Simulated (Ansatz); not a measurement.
# GaP (F-43m) in Ansatz: convergence with wavefunction cutoff

Aim: find how far wavefunction cutoff must go before the results for GaP settle, at PBE. This setting moves, with any that are tied to it; all else stays.

Program: Ansatz 0.2.0. These are calculated values, not measurements. Logs are shortened: lines on timing, memory, paths and dates and some standing lists are left out, and cuts for length are marked.

## 1. Starting point

It takes space group F-43m (No. 216, cubic). The conventional cell has a = 5.451 Å, b = 5.451 Å, c = 5.451 Å, α = 90.00°, β = 90.00°, γ = 90.00°. Ga (site symmetry -43m) has 4 P at 2.36 Å as nearest neighbours. P (site symmetry -43m) has 4 Ga at 2.36 Å as nearest neighbours.

## 2. With wavefunction cutoff 400 eV

The input, input.yaml:

```yaml
crystal:
  lattice:
    - [0.0, 2.72525, 2.72525]
    - [2.72525, 0.0, 2.72525]
    - [2.72525, 2.72525, 0.0]
  atoms:
    - { symbol: Ga, position: [0.0, 0.0, 0.0] }
    - { symbol: P, position: [0.75, 0.75, 0.75] }
hamiltonian:
  xc: pbe
  pseudopotentials: { kind: nc_fr, accuracy: standard }
magnetization:
  noncollinear: true
  spin_orbit: true
kpoints:
  mp_grid: { grid: [7, 7, 7] }
scf:
  occupations: { method: fermi_dirac, width: 0.05 }
output:
  forces: true
  stress: true
  eigenvalues: true
basis:
  ecutwfc: "400 eV"
```

Potentials or basis: PseudoDojo standard (PBE files).

Run with:

```bash
ansatz run input.yaml --threads 2 --pin off --max-ram 5632MiB --backend cpu --events-out ev --progress --plain --runs-dir out
```

The program printed:

```text
Warning: basis.ecutwfc = 400 eV is below the records' recommended 1088.45545 eV, and the density's cutoff is lower with it unless basis.ecutrho_ratio is high enough to keep the records' density cutoff: compare with a run at a higher cutoff
Warning: RAYON_NUM_THREADS=2 ignored (pool sized by the plan → 2); use --threads N
Engine: ansatz 0.2.0, x86_64-unknown-linux-gnu
Pseudopotentials: kind: nc_fr
Pseudopotential: Ga, nc_fr, valence charge 13, recommended cutoff 1088.45545 eV (normal), Ga.nc_fr.azcp (PseudoDojo's, or run here from an input of PseudoDojo's; its table is named by hamiltonian.pseudopotentials.accuracy)
Pseudopotential: P, nc_fr, valence charge 5, recommended cutoff 598.650497 eV (normal), P.nc_fr.azcp (PseudoDojo's, or run here from an input of PseudoDojo's; its table is named by hamiltonian.pseudopotentials.accuracy)
Functional definition: PBE
  parameter kappa = 0.804
  parameter beta = 0.06672455060314922
  exchange = pbe_x(kappa = kappa, mu = beta*pi^2/3)
  correlation = pbe_c(beta = beta)
non-collinear run that drives no moment, with spin-orbit: no starting moment large enough to seed its density (crystal.atoms[].spin), no starting occupations that ask for one, no magnetisation constraint and no magnetic field, so the semilocal B_xc is pinned to zero
Crystal: 2 atoms, lattice volume = 40.481 Å³
Basis set: ecut = 400 eV, 725 PW (Γ), exchange–correlation on 54×54×54 points (8 copies of the dense FFT grid, shifted against one another)
Bands: 26, of which v1, the nominal top of the filled ones, is band 18 counted from 1 (17 counted from 0)
Symmetry: 24 space group operations + 24 with time reversal
Magnetic group: BNS 216.75 (UNI 1577), of the structure as read, at distance tolerance 3.4e-5 Å
k-points: 20 of 343 (time reversal used)
Projection manifold: j_resolved (fully-relativistic pseudo-atomic orbitals)
Non-local potential: Ga, projectors of the file, l = 0: 2, l = 1: 4, l = 2: 4
Non-local potential: P, projectors of the file, l = 0: 2, l = 1: 4, l = 2: 4
Initial density: superposition of atomic densities (chi_scale 0.1, normalization cell, long waves kept (reshape's long-wave potential 0.00 eV rms))
Initial wavefunctions: pseudopotential atomic-orbital guess
Functional: x = pbe(κ = 0.804, μ = 0.2195149727645171), c = pbe(β = 0.06672455060314922)
SCF iter   1: F=—  HF=-2171.195519 eV  |F-HF|=—  |Δ(HF+E_count)|=         —  Δρ=6.49e-1  dr2=6.09e1  dr2_m=0.00e0 (ungated)  ethr=3.10e-3  |M|=0.00e0 ∫|m|=0.00e0 μB  |m|>n=0.0e0 m-floor=0.0e0 τ_xc=0.0e0  β_m=0.30  ⟨swp⟩=7.8  Hψ=3261  notcnv=0  defer=3
preconditioner: auto → none  [insulator: Δε(μ)=0.345 eV  Ē_g=10.491 eV  σ=0.050 eV  W_gap=0.93  n_scr=14 (ndim 8)  ℏωp=24.8 eV  f_vac=0.004  D(μ)=0.01/eV (n_scr^D=0)  ε∞_Penn≈6.6]
SCF iter   2: F=—  HF=-2150.094780 eV  |F-HF|=—  |Δ(HF+E_count)|=    2.11e1  Δρ=3.87e-1  dr2=1.44e1  dr2_m=0.00e0 (ungated)  ethr=3.10e-3  |M|=0.00e0 ∫|m|=0.00e0 μB  |m|>n=0.0e0 m-floor=0.0e0 τ_xc=0.0e0  β_m=0.42  ⟨swp⟩=3.6  Hψ=1606  notcnv=0  defer=56
SCF iter   3: F=—  HF=-2143.397956 eV  |F-HF|=—  |Δ(HF+E_count)|=    6.70e0  Δρ=1.40e-1  dr2=1.49e0  dr2_m=0.00e0 (ungated)  ethr=3.10e-3  |M|=0.00e0 ∫|m|=0.00e0 μB  |m|>n=0.0e0 m-floor=0.0e0 τ_xc=0.0e0  β_m=0.49  ⟨swp⟩=2.9  Hψ=1197  notcnv=0  defer=58
SCF iter   4: F=—  HF=-2142.763870 eV  |F-HF|=—  |Δ(HF+E_count)|=   6.34e-1  Δρ=2.63e-2  dr2=3.84e-2  dr2_m=0.00e0 (ungated)  ethr=3.10e-3  |M|=0.00e0 ∫|m|=0.00e0 μB  |m|>n=0.0e0 m-floor=0.0e0 τ_xc=0.0e0  β_m=0.57  ⟨swp⟩=2.0  Hψ=1142  notcnv=0  defer=58
SCF iter   5: F=—  HF=-2142.764879 eV  |F-HF|=—  |Δ(HF+E_count)|=   1.01e-3  Δρ=5.20e-3  dr2=2.51e-3  dr2_m=0.00e0 (ungated)  ethr=2.14e-4  |M|=0.00e0 ∫|m|=0.00e0 μB  |m|>n=0.0e0 m-floor=0.0e0 τ_xc=0.0e0  β_m=0.72  ⟨swp⟩=2.0  Hψ=562  notcnv=0  defer=58
SCF iter   6: F=—  HF=-2142.764488 eV  |F-HF|=—  |Δ(HF+E_count)|=   3.90e-4  Δρ=2.09e-4  dr2=1.77e-5  dr2_m=0.00e0 (ungated)  ethr=1.39e-5  |M|=0.00e0 ∫|m|=0.00e0 μB  |m|>n=0.0e0 m-floor=0.0e0 τ_xc=0.0e0  β_m=0.74  ⟨swp⟩=2.2  Hψ=832  notcnv=0  defer=58
SCF iter   7: F=—  HF=-2142.764484 eV  |F-HF|=—  |Δ(HF+E_count)|=   4.87e-6  Δρ=2.53e-5  dr2=1.22e-7  dr2_m=0.00e0 (ungated)  ethr=9.82e-8  |M|=0.00e0 ∫|m|=0.00e0 μB  |m|>n=0.0e0 m-floor=0.0e0 τ_xc=0.0e0  β_m=0.87  ⟨swp⟩=3.0  Hψ=822  notcnv=0  defer=58
SCF iter   8: F=-2142.764484 eV  HF=-2142.764484 eV  |F-HF|=4.41e-9  |Δ(HF+E_count)|=   5.22e-8  Δρ=4.43e-6  dr2=6.44e-9  dr2_m=0.00e0 (ungated)  ethr=5.56e-10  |M|=0.00e0 ∫|m|=0.00e0 μB  |m|>n=0.0e0 m-floor=0.0e0 τ_xc=0.0e0  ⟨swp⟩=11.3  Hψ=2694  notcnv=0
SCF 1 converged in 8 iterations: F = -2142.764484 eV  dr2 = 6.44e-9
SCF converged after 8 iterations
Magnetization: |M| = 0.0000 μB,  M = (+0.0000, +0.0000, +0.0000) μB
Absolute magnetization: 0.0000 μB (∫|m|)
  site 0: m = (+0.0000, +0.0000, +0.0000) μB, |m| = 0.0000 μB  (R = 0.97 Å)
  site 1: m = (+0.0000, +0.0000, +0.0000) μB, |m| = 0.0000 μB  (R = 0.97 Å)
Free energy (F): -2142.764484 eV
Harris-Foulkes:  -2142.764484 eV  (|F-HF|=4.41e-9)
Internal energy: -2142.764457 eV  (E = F + TS)
E sigma→0 (E₀):  -2142.764470 eV
Entropy (-TS):   -0.000026 eV (-0.013 meV/atom)
Fermi energy:    8.326802 eV
--- Per-component energies (eV) ---
  E_band       = -54.997688
  E_kinetic    = 1413.658158
  E_local      = -1585.730191  (includes V_loc(G=0)·N_el)
  E_nonlocal   = -656.172691
  E_hartree    = 581.240419
  E_xc         = -583.115209
  E_vxc        = -389.232174  (∫ρ·V_xc dr)
  E_ewald      = -1312.644944
  E_smearing   = -0.000026  (= −TS)
  E_closure    = 0.000000  (closes the sum)
  Σ components = -2142.764484   (vs F -2142.764484, Δ=0.00e0)
--- Forces (eV/Å), atoms counted from 1 ---
  atom   1  Ga    -0.00000000     0.00000000     0.00000000
  atom   2  P      0.00000000     0.00000000     0.00000000
  max |Σ_I F_I| component: 1.48e-16 eV/Å
--- Stress (GPa, compression-positive) ---
       -2.710769      -0.000000      -0.000000
        0.000000      -2.710769       0.000000
        0.000000       0.000000      -2.710769
  P = ⅓ Tr σ = -2.7108 GPa (-27.108 kbar)
--- Band table (eV; the first three rows and the last of 20) ---
  k-point 0: bands = ["-7.5914", "-7.5914", "-7.5914", "-7.5914", "-7.3443", "-7.3443", "-6.6100", "-6.6100", "-6.6100", "-6.6100", "-4.9299", "-4.9299", "7.9320", "7.9320", "8.0417", "8.0417", "8.0417", "8.0417", "8.5746", "8.5746", "11.2495", "11.2495", "11.4348", "11.4348", "11.4348", "11.4349"]
  k-point 1: bands = ["-8.0681", "-8.0681", "-7.9078", "-7.9032", "-7.6919", "-7.6919", "-7.1332", "-7.1330", "-7.1330", "-7.1279", "-4.6652", "-4.6652", "5.6258", "5.6258", "7.5969", "7.5969", "7.6720", "7.6752", "9.5190", "9.5190", "11.7887", "11.7887", "11.9153", "11.9169", "12.2624", "12.2624"]
  k-point 2: bands = ["-8.1809", "-8.1754", "-7.9549", "-7.9549", "-7.8379", "-7.8379", "-7.6488", "-7.6425", "-7.5666", "-7.5666", "-3.9088", "-3.9088", "3.0326", "3.0326", "7.0159", "7.0159", "7.0961", "7.0993", "9.2142", "9.2142", "12.4311", "12.4311", "12.5348", "12.5375", "14.5340", "14.5340"]
  k-point 19: bands = ["-7.9656", "-7.9479", "-7.8093", "-7.7687", "-7.5124", "-7.4841", "-7.3264", "-7.2722", "-7.1894", "-7.1010", "-1.7146", "-1.7096", "0.5660", "0.5738", "3.9174", "3.9481", "4.9666", "4.9951", "11.2572", "11.2694", "13.0800", "13.1046", "14.1634", "14.2120", "14.8325", "14.9052"]
```

Run time: 3.3 s. Hardware: 2 threads of Intel Xeon at 2.50GHz (Skylake/Cascade Lake), shared host; peak memory 0.32 GiB.

What came out:

```yaml
Free_energy: -2142.7645 eV
Pressure: -2.7 GPa
Band_gap_on_the_k_mesh: 0.53 eV, direct
```

## 3. With wavefunction cutoff 500 eV

input.yaml, as its differences from that of step 2:

```diff
@@ -23,2 +23,2 @@
 basis:
-  ecutwfc: "400 eV"
+  ecutwfc: "500 eV"
```

Potentials or basis: PseudoDojo standard (PBE files).

Run with:

```bash
ansatz run input.yaml --threads 2 --pin off --max-ram 5632MiB --backend cpu --events-out ev --progress --plain --runs-dir out
```

Run time: 4.2 s. Hardware: 2 threads of Intel Xeon at 2.50GHz (Skylake/Cascade Lake), shared host; peak memory 0.36 GiB.

Results:

```yaml
Free_energy: -2216.6650 eV
Pressure: -1.8 GPa
Band_gap_on_the_k_mesh: 1.27 eV, direct
```

## 4. With wavefunction cutoff 600 eV

input.yaml, as its differences from that of step 3:

```diff
@@ -23,2 +23,2 @@
 basis:
-  ecutwfc: "500 eV"
+  ecutwfc: "600 eV"
```

Run with:

```bash
ansatz run input.yaml --threads 2 --pin off --max-ram 5632MiB --backend cpu --events-out ev --progress --plain --runs-dir out
```

It took 5 s on 2 threads of Intel Xeon at 2.50GHz (Skylake/Cascade Lake), shared host; peak memory 0.38 GiB.

What came out:

| Property | Result |
| --- | --- |
| Free energy | -2252.0400 eV |
| Pressure | 1.5 GPa |
| Band gap on the k mesh | 1.56 eV, indirect (least direct gap 1.66 eV) |

## 5. With wavefunction cutoff 700 eV

input.yaml, as its differences from that of step 4:

```diff
@@ -23,2 +23,2 @@
 basis:
-  ecutwfc: "600 eV"
+  ecutwfc: "700 eV"
```

Run with:

```bash
ansatz run input.yaml --threads 2 --pin off --max-ram 5632MiB --backend cpu --events-out ev --progress --plain --runs-dir out
```

It took 4.7 s on 2 threads of Intel Xeon at 2.50GHz (Skylake/Cascade Lake), shared host; peak memory 0.42 GiB.

What came out:

```
Free energy            : -2265.3148 eV
Pressure               : 2.3 GPa
Band gap on the k mesh : 1.56 eV, indirect (least direct gap 1.75 eV)
```

## 6. With wavefunction cutoff 850 eV

input.yaml, as its differences from that of step 5:

```diff
@@ -23,2 +23,2 @@
 basis:
-  ecutwfc: "700 eV"
+  ecutwfc: "850 eV"
```

Potentials or basis: PseudoDojo standard (PBE files).

Run with:

```bash
ansatz run input.yaml --threads 2 --pin off --max-ram 5632MiB --backend cpu --events-out ev --progress --plain --runs-dir out
```

Wall time 6.5 s (2 threads of Intel Xeon at 2.50GHz (Skylake/Cascade Lake), shared host); peak memory 0.47 GiB.

The run converged. Its results:

- Free energy: -2269.5651 eV
- Pressure: 2.6 GPa
- Band gap on the k mesh: 1.56 eV, indirect (least direct gap 1.79 eV)

## 7. With wavefunction cutoff 1000 eV

input.yaml, as its differences from that of step 6:

```diff
@@ -23,2 +23,2 @@
 basis:
-  ecutwfc: "850 eV"
+  ecutwfc: "1000 eV"
```

Run with:

```bash
ansatz run input.yaml --threads 2 --pin off --max-ram 5632MiB --backend cpu --events-out ev --progress --plain --runs-dir out
```

It took 10 s on 2 threads of Intel Xeon at 2.50GHz (Skylake/Cascade Lake), shared host; peak memory 0.51 GiB.

It converged, with:

- Free energy: -2269.8714 eV
- Pressure: 2.6 GPa
- Band gap on the k mesh: 1.56 eV, indirect (least direct gap 1.79 eV)

## 8. With wavefunction cutoff 1200 eV

input.yaml, as its differences from that of step 7:

```diff
@@ -23,2 +23,2 @@
 basis:
-  ecutwfc: "1000 eV"
+  ecutwfc: "1200 eV"
```

Run with:

```bash
ansatz run input.yaml --threads 2 --pin off --max-ram 5632MiB --backend cpu --events-out ev --progress --plain --runs-dir out
```

Wall time 12 s (2 threads of Intel Xeon at 2.50GHz (Skylake/Cascade Lake), shared host); peak memory 0.6 GiB.

It converged, with:

| Property | Result |
| --- | --- |
| Free energy | -2269.8781 eV |
| Pressure | 2.6 GPa |
| Band gap on the k mesh | 1.56 eV, indirect (least direct gap 1.79 eV) |

## 9. With wavefunction cutoff 1400 eV

input.yaml, as its differences from that of step 8:

```diff
@@ -23,2 +23,2 @@
 basis:
-  ecutwfc: "1200 eV"
+  ecutwfc: "1400 eV"
```

Potentials or basis: PseudoDojo standard (PBE files).

Run with:

```bash
ansatz run input.yaml --threads 2 --pin off --max-ram 5632MiB --backend cpu --events-out ev --progress --plain --runs-dir out
```

It took 16 s on 2 threads of Intel Xeon at 2.50GHz (Skylake/Cascade Lake), shared host; peak memory 0.69 GiB.

The run converged. Its results:

```yaml
Free_energy: -2269.8784 eV
Pressure: 2.6 GPa
Band_gap_on_the_k_mesh: 1.56 eV, indirect (least direct gap 1.79 eV)
```

## 10. With wavefunction cutoff 1700 eV

input.yaml, as its differences from that of step 9:

```diff
@@ -23,2 +23,2 @@
 basis:
-  ecutwfc: "1400 eV"
+  ecutwfc: "1700 eV"
```

Run with:

```bash
ansatz run input.yaml --threads 2 --pin off --max-ram 5632MiB --backend cpu --events-out ev --progress --plain --runs-dir out
```

Run time: 23 s. Hardware: 2 threads of Intel Xeon at 2.50GHz (Skylake/Cascade Lake), shared host; peak memory 0.82 GiB.

The run converged. Its results:

| Property | Result |
| --- | --- |
| Free energy | -2269.8790 eV |
| Pressure | 2.6 GPa |
| Band gap on the k mesh | 1.56 eV, indirect (least direct gap 1.79 eV) |

## 11. Result

```tsv
wavefunction cutoff	energy less the tightest run, at zero smearing (meV/atom)	pressure (GPa)	gap on the mesh (eV)	SCF cycles	CPU time (s)	peak memory (GiB)
400 eV	63557.28	-2.71	0.533	8	6.2	0.32
500 eV	26607.04	-1.82	1.265	8	7.9	0.36
600 eV	8919.53	1.50	1.564	7	9.3	0.38
700 eV	2282.13	2.33	1.556	7	9	0.42
850 eV	156.95	2.62	1.564	7	12	0.47
1000 eV	3.84	2.65	1.565	7	20	0.51
1200 eV	0.46	2.65	1.565	7	23	0.6
1400 eV	0.33	2.65	1.565	7	32	0.69
1700 eV	0.00	2.64	1.565	7	45	0.82
```

Against the tightest run, the energy stays within 1 meV/atom from 1200 eV on; the pressure stays within 0.1 GPa from 850 eV on; the gap on the mesh stays within 0.01 eV from 600 eV on. The tightest run that finished is the yardstick and may itself not be fully converged.

Caveats: odd divisions of the mesh miss points on the zone boundary, where band edges often lie, so the gap on the mesh can be too wide.
